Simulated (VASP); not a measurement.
# SnO2 (P4_2/mnm) in VASP: relaxation of cell and atoms with PBEsol

Aim: the relaxation of cell and atoms of SnO2 with PBEsol.

Program: VASP 6.6.1. These are calculated values, not measurements. Logs are shortened: lines on timing, memory, paths and dates and some standing lists are left out, and cuts for length are marked.

## 1. The structure

The structure is tetragonal, space group P4_2/mnm (No. 136). The conventional cell has a = 4.771 Å, b = 4.771 Å, c = 3.217 Å, α = 90.00°, β = 90.00°, γ = 90.00°. Sn (site symmetry mmm) has 6 O at 2.07 Å as nearest neighbours. O (site symmetry m2m) has 3 Sn at 2.07 Å as nearest neighbours.

## 2. Relaxation of cell and atoms, PBEsol

INCAR

```
ALGO = Normal ; EDIFF = 1E-7
EDIFFG = -0.005 ; ENCUT = 600
GGA = PS ; IBRION = 2
ISIF = 3 ; ISMEAR = 0
KPAR = 2 ; LASPH = True
LCHARG = False ; LREAL = False
LWAVE = False ; NELM = 80
NSW = 90 ; PREC = Accurate
SIGMA = 0.03
```

KPOINTS

```
k-points
0
Gamma
  6 6 8
```

POSCAR

```
SnO2                                    
1.0
    4.7706380394     -0.0000000000      0.0000000000
   -0.0000000000      4.7706380394      0.0000000000
    0.0000000000      0.0000000000      3.2166384875
  Sn              O             
     2     4
Direct
     0.0000000000000000    0.0000000000000000    0.0000000000000000
     0.5000000000000000    0.5000000000000000    0.5000000000000000
     0.3063031679320566    0.3063031679320566    0.0000000000000000
     0.1936968320679434    0.8063031679320566    0.5000000000000000
     0.6936968320679434    0.6936968320679434    0.0000000000000000
     0.8063031679320566    0.1936968320679434    0.5000000000000000
```

Potentials or basis: VASP PAW PBE potentials, release 64 (Sn_d, O).

On the command line:

```bash
$ cat potpaw_PBE.64/Sn_d/POTCAR potpaw_PBE.64/O/POTCAR > POTCAR
$ mpirun -np 2 vasp_std > vasp.out
```

OUTCAR:

```text
EDIFF = 1E-7
   EDIFFG = -0.005
   ENCUT = 600
   GGA = PS
   IBRION = 2
   ISIF = 3
   ISMEAR = 0
   LASPH = True
   LREAL = False
   NELM = 80
   NSW = 90
   PREC = Accurate

 ion  position               nearest neighbor table
   1  0.000  0.000  0.000-   3 2.07   5 2.07   4 2.07   6 2.07   4 2.07   6 2.07   2 3.74   2 3.74
                             2 3.74   2 3.74   2 3.74   2 3.74   2 3.74   2 3.74
   2  0.500  0.500  0.500-   4 2.07   6 2.07   5 2.07   3 2.07   3 2.07   5 2.07   1 3.74   1 3.74
                             1 3.74   1 3.74   1 3.74   1 3.74   1 3.74   1 3.74
   3  0.306  0.306  0.000-   1 2.07   2 2.07   2 2.07
   4  0.194  0.806  0.500-   2 2.07   1 2.07   1 2.07
   5  0.694  0.694  0.000-   1 2.07   2 2.07   2 2.07
   6  0.806  0.194  0.500-   2 2.07   1 2.07   1 2.07

  LATTYP: Found a simple tetragonal cell.
 ALAT       =     4.7706380394
 C/A-ratio  =     0.6742575020

  Lattice vectors:

 A1 = (   4.7706380394,   0.0000000000,   0.0000000000)
 A2 = (   0.0000000000,   4.7706380394,   0.0000000000)
 A3 = (   0.0000000000,   0.0000000000,   3.2166384875)

Analysis of symmetry for initial positions (statically):
=====================================================================
 Subroutine PRICEL returns:
 Original cell was already a primitive cell.

 Routine SETGRP: Setting up the symmetry group for a
 simple tetragonal supercell.

 Subroutine GETGRP returns: Found 16 space group operations
 (whereof  8 operations were pure point group operations)
 out of a pool of 16 trial point group operations.

The static configuration has the point symmetry D_2h.
 The point group associated with its full space group is D_4h.

Analysis of symmetry for dynamics (positions and initial velocities):
=====================================================================
 Subroutine PRICEL returns:
 Original cell was already a primitive cell.

 Routine SETGRP: Setting up the symmetry group for a
 simple tetragonal supercell.

 Subroutine GETGRP returns: Found 16 space group operations
 (whereof  8 operations were pure point group operations)
 out of a pool of 16 trial point group operations.

The dynamic configuration has the point symmetry D_2h.
 The point group associated with its full space group is D_4h.

 Subroutine INISYM returns: Found 16 space group operations
 (whereof  8 operations are pure point group operations),
 and found     1 'primitive' translations

----------------------------------------------------------------------------------------

                                     Primitive cell

  volume of cell :      73.2074

  direct lattice vectors                    reciprocal lattice vectors
     4.770638039  0.000000000  0.000000000     0.209615568  0.000000000  0.000000000
     0.000000000  4.770638039  0.000000000     0.000000000  0.209615568  0.000000000
     0.000000000  0.000000000  3.216638488     0.000000000  0.000000000  0.310883552

  length of vectors
     4.770638039  4.770638039  3.216638488     0.209615568  0.209615568  0.310883552

  position of ions in fractional coordinates (direct lattice)
     0.000000000  0.000000000  0.000000000
     0.500000000  0.500000000  0.500000000
     0.306303168  0.306303168  0.000000000
     0.193696832  0.806303168  0.500000000
     0.693696832  0.693696832  0.000000000
     0.806303168  0.193696832  0.500000000

  ion indices of the primitive-cell ions
   primitive index   ion index
                 1           1
                 2           2
                 3           3
                 4           4
                 5           5
                 6           6

----------------------------------------------------------------------------------------

 KPOINTS: k-points

Automatic generation of k-mesh.
 Grid dimensions read from file:
 generate k-points for:    6    6    8

 Generating k-lattice:

  Cartesian coordinates                     Fractional coordinates (reciprocal lattice)
     0.034935928  0.000000000  0.000000000     0.166666667  0.000000000  0.000000000
     0.000000000  0.034935928  0.000000000     0.000000000  0.166666667  0.000000000
     0.000000000  0.000000000  0.038860444     0.000000000  0.000000000  0.125000000

  Length of vectors
     0.034935928  0.034935928  0.038860444

  Shift w.r.t. Gamma in fractional coordinates (k-lattice)
     0.000000000  0.000000000  0.000000000

 Subroutine IBZKPT returns following result:
 ===========================================

 Found     50 irreducible k-points:

 Following reciprocal coordinates:
            Coordinates               Weight
  0.000000  0.000000  0.000000      1.000000
  0.166667  0.000000  0.000000      4.000000
  0.333333  0.000000  0.000000      4.000000
  0.500000  0.000000  0.000000      2.000000
  0.166667  0.166667  0.000000      4.000000
  0.333333  0.166667  0.000000      8.000000
[... 16 lines left out ...]
  0.333333  0.000000  0.250000      8.000000
  0.500000  0.000000  0.250000      4.000000
 [... further k-points ...]
   k-points           NKPTS =     50   k-points in BZ     NKDIM =     50   number of bands    NBANDS=     31
   number of dos      NEDOS =    301   number of ions     NIONS =      6
   total plane-waves  NPLWV =  44800
   dimension x,y,z NGX =    40 NGY =   40 NGZ =   28
   dimension x,y,z NGXF=    80 NGYF=   80 NGZF=   56
   ions per type =               2   4
   NGX,Y,Z   is equivalent  to a cutoff of  13.94, 13.94, 14.47 a.u.
   NGXF,Y,Z  is equivalent  to a cutoff of  27.88, 27.88, 28.94 a.u.
 SYSTEM =  unknown system
   PREC   = accura    normal or accurate (medium, high low for compatibility)
   ISTART =      0    job   : 0-new  1-cont  2-samecut
   ICHARG =      2    charge: 1-file 2-atom 10-const
   ISPIN  =      1    spin polarized calculation?
   LNONCOLLINEAR =      F non collinear calculations
   LSORBIT =      F    spin-orbit coupling
   LASPH  =      T    aspherical Exc in radial PAW
   ENCUT  =  600.0 eV  44.10 Ry    6.64 a.u.   9.53  9.53  6.42*2*pi/ulx,y,z
   NELM   =     80;   NELMIN=  2; NELMDL= -5     # of ELM steps
   EDIFF  = 0.1E-06   stopping-criterion for ELM
   LREAL  =      F    real-space projection
   EDIFFG = -.5E-02   stopping-criterion for IOM
   NSW    =     90    number of steps for IOM
   IBRION =      2    ionic relax: 0-MD 1-quasi-New 2-CG
   NFREE  =      1    steps in history (QN), initial steepest desc. (CG)
   ISIF   =      3    stress and relaxation
   ISYM   =      2    0-nonsym 1-usesym 2-fastsym
   POTIM  = 0.5000    time-step for ionic-motion
   TEBEG  =    0.0;   TEEND  =   0.0 temperature during run
   PSTRESS=    0.0 pullay stress
   NELECT =      52.0000    total number of electrons
   NUPDOWN=      -1.0000    fix difference up-down
   EMIN   =  10.00;   EMAX   =-10.00  energy-range for DOS
   EFERMI =   0.00;   METHOD = LEGACY
   ISMEAR =     0;   SIGMA  =   0.03  broadening in eV -4-tet -1-fermi 0-gaus
   EFERMI_NEDOS =   21; number of points for ismear=-14 and -15
   IALGO  =     38    algorithm
   IMIX   =      4    mixing-type and parameters
     AMIX     =   0.40;   BMIX     =  1.00
     AMIX_MAG =   1.60;   BMIX_MAG =  1.00
  volume/ion in A,a.u.               =      12.20        82.34
  Fermi-wavevector in a.u.,A,eV,Ry     =   1.460688  2.760301 29.029530  2.133610
  Thomas-Fermi vector in A             =   2.577108
   LORBIT       =      0    0 simple, 1 ext, 2 COOP (PROOUT), +10 PAW based schemes
   GGA     = PS    functional components
   LHFCALC =     F    Hartree Fock is set to
   AEXX    =    0.0000 exact exchange contribution
   IVDW    =     0    specifies the selected vdW correction
   LEPSILON=     F    determine dielectric tensor
   LRPA    =     F    only Hartree local field effects (RPA)
 conjugate gradient relaxation of ions
 non-spin polarized calculation
 Gauss-broadening in eV      SIGMA  =   0.03
  energy-cutoff  :      600.00
  volume of cell :       73.21
 maximum number of plane-waves:      2469
 NGX is ok and might be reduce to    40
   NGX = 19   NGY = 19   NGZ = 13

--------------------------------------- Ionic step        1  -------------------------------------------

 number of electron      52.0000006 magnetization

 Free energy of the ion-electron system (eV)
  ---------------------------------------------------
  ext. energy  EPLUGINS =         0.00000000
  ---------------------------------------------------
  free energy    TOTEN  =       -39.67945799 eV

  energy without entropy =      -39.67945799  energy(sigma->0) =      -39.67945799

------------------------ aborting loop because EDIFF is reached ----------------------------------------

  FORCE on cell =-STRESS in cart. coord.  units (eV):
  Direction    XX          YY          ZZ          XY          YZ          ZX
  --------------------------------------------------------------------------------------
  -------------------------------------------------------------------------------------
  Total        0.0269358      0.0269358     -0.0024143     -0.0000000      0.0000000      0.0000000
  in kB        0.5895018      0.5895018     -0.0528379     -0.0000000      0.0000000      0.0000000
  external PRESSURE =       0.3753885 kB  Pullay stress =       0.0000000 kB
[... 65 lines left out ...]
  energy  without entropy=      -39.6794655002  energy(sigma->0) =      -39.67946550

--------------------------------------- Ionic step        3  -------------------------------------------

 number of electron      52.0000006 magnetization

 Free energy of the ion-electron system (eV)
  ---------------------------------------------------
  ext. energy  EPLUGINS =         0.00000000
  ---------------------------------------------------
  free energy    TOTEN  =       -39.67946634 eV

  energy without entropy =      -39.67946634  energy(sigma->0) =      -39.67946634

 E-fermi :   5.9269     XC(G=0): -11.4131

 val. band max:        5.7471528429   @ k =   0.0000   0.0000   0.0000
 cond. band min:       6.6309942905   @ k =   0.0000   0.0000   0.0000
 fundamental gap:      0.8838414477
 Fermi energy:         5.9269264092

 k-point     1 :       0.0000    0.0000    0.0000
  band No.  band energies     occupation
      1     -15.2509      2.00000
      2     -14.5048      2.00000
      3     -14.2678      2.00000
      4     -14.2423      2.00000
      5     -14.2423      2.00000
      6     -14.1752      2.00000
[... 805 lines left out ...]
     30      14.1855      0.00000
     31      14.9158      0.00000

 [... further k-points ...]

------------------------ aborting loop because EDIFF is reached ----------------------------------------

  FORCE on cell =-STRESS in cart. coord.  units (eV):
  Direction    XX          YY          ZZ          XY          YZ          ZX
  --------------------------------------------------------------------------------------
  -------------------------------------------------------------------------------------
  Total        0.0002764      0.0002764     -0.0228827     -0.0000000      0.0000000      0.0000000
  in kB        0.0060476      0.0060476     -0.5006454     -0.0000000      0.0000000      0.0000000
  external PRESSURE =      -0.1628501 kB  Pullay stress =       0.0000000 kB
[... 21 lines left out ...]
  FREE ENERGIE OF THE ION-ELECTRON SYSTEM (eV)
  ---------------------------------------------------
  free  energy   TOTEN  =       -39.6794663394 eV

  energy  without entropy=      -39.6794663394  energy(sigma->0) =      -39.67946634

 reached required accuracy - stopping structural energy minimisation
```

Run time: 76 s. Hardware: 2 MPI ranks of Intel Xeon 6975P-C (Granite Rapids), shared host; peak memory 0.27 GiB.

Results:

```
Free energy                            : -39.6795 eV
Relaxed volume                         : 12.20 Å³/atom
Relaxed cell                           : a = 4.771 Å, b = 4.771 Å, c = 3.217 Å, α = 90.00°, β = 90.00°, γ = 90.00°
Space group after relaxing (to 0.05 Å) : P4_2/mnm (No. 136)
Energy gained by relaxing              : 0.0 meV/atom
Ionic steps                            : 3
Pressure after relaxing                : 0.0 GPa
Band gap on the k mesh                 : 0.88 eV, direct
```

Final structure:
```
Sn O
1.0
     4.77140    0.00000    0.00000
     0.00000    4.77140    0.00000
     0.00000    0.00000    3.21659
Sn O
2 4
Cartesian
  0.0000 0.0000 0.0000
  2.3857 2.3857 1.6083
  1.4613 1.4613 0.0000
  0.9244 3.8470 1.6083
  3.3101 3.3101 0.0000
  3.8470 0.9244 1.6083
```

Levels at points of the mesh, in eV from the valence-band top:
| k point | band 22 | band 23 | band 24 | band 25 | band 26 | band 27 | band 28 | band 29 | band 30 | band 31 |
| --- | --- | --- | --- | --- | --- | --- | --- | --- | --- | --- |
| (0.00, 0.00, 0.00) | -1.27 | -1.27 | -0.78 | -0.78 | 0.00 | 0.88 | 5.82 | 6.02 | 6.02 | 10.12 |
| (0.50, 0.00, 0.00) | -1.98 | -1.23 | -1.23 | -0.63 | -0.63 | 4.10 | 4.10 | 6.78 | 6.78 | 10.62 |
| (0.50, 0.50, 0.00) | -1.98 | -1.35 | -1.35 | -0.89 | -0.89 | 4.50 | 4.50 | 7.21 | 7.21 | 10.66 |
| (0.00, 0.00, 0.50) | -2.66 | -1.64 | -1.64 | -1.24 | -1.24 | 5.84 | 5.84 | 9.42 | 9.42 | 10.33 |
| (0.50, 0.00, 0.50) | -1.74 | -1.08 | -1.08 | -0.73 | -0.73 | 6.12 | 6.12 | 7.71 | 7.71 | 10.66 |
| (0.50, 0.50, 0.50) | -2.44 | -0.96 | -0.96 | -0.82 | -0.82 | 4.52 | 4.52 | 8.60 | 8.60 | 10.66 |

Caveat: the PAW data sets were made with another functional, which shifts forces and pressure a little; spin-orbit coupling is left out, which moves the levels of the heavy elements.
